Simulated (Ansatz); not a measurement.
Independent-particle absorption of SiO$_{2}$ (I-42d, a = 5.027 Å, b = 5.027 Å, c = 7.379 Å, α = 90.00°, β = 90.00°, γ = 90.00°), no local fields or excitons, 0.1 eV broadening. Computed with DFT PBE, scalar-relativistic, plane waves, PAW (Ansatz 0.2.0).

Cutoff 420 eV; k points 6×6×6 on the computed 6-atom cell (Γ-centred); Gaussian smearing, width 0.02 eV; no spin polarisation. The spectrum is summed on a 9×9×9 mesh.

```
CELL_PARAMETERS angstrom
-2.51337 2.51337 3.68939
2.51337 -2.51337 3.68939
2.51337 2.51337 -3.68939
ATOMIC_POSITIONS crystal
Si 0.00000 0.00000 0.00000
Si 0.75000 0.25000 0.50000
O 0.96701 0.62500 0.84201
O 0.37500 0.21701 0.34201
O 0.78299 0.12500 0.15799
O 0.87500 0.03299 0.65799
```

| photon energy (eV) | ε2,zz |
| --- | --- |
| 0.0 | 0.00 |
| 0.4 | 0.00 |
| 0.8 | 0.00 |
| 1.2 | 0.00 |
| 1.6 | 0.00 |
| 2.0 | 0.00 |
| 2.4 | 0.00 |
| 2.8 | 0.00 |
| 3.2 | 0.00 |
| 3.6 | 0.00 |
| 4.0 | 0.00 |
| 4.4 | 0.00 |
| 4.8 | 0.00 |
| 5.2 | 0.00 |
| 5.6 | 0.00 |
| 6.0 | 0.00 |
| 6.4 | 0.01 |
| 6.8 | 0.03 |
| 7.2 | 0.07 |
| 7.6 | 0.50 |
| 8.0 | 0.77 |
| 8.4 | 1.14 |
| 8.8 | 1.27 |
| 9.2 | 1.43 |
| 9.6 | 3.32 |
| 10.0 | 2.45 |
| 10.4 | 4.12 |
| 10.8 | 1.50 |
| 11.2 | 2.38 |
| 11.6 | 3.44 |
| 12.0 | 2.04 |
| 12.4 | 1.24 |
| 12.8 | 1.29 |
| 13.2 | 1.17 |
| 13.6 | 1.00 |
| 14.0 | 1.03 |

The strongest peak lies near 10.4 eV. ε∞ (xx, yy, zz) = 2.3, 2.3, 2.3.

This form isn't the usual stable structure of the compound.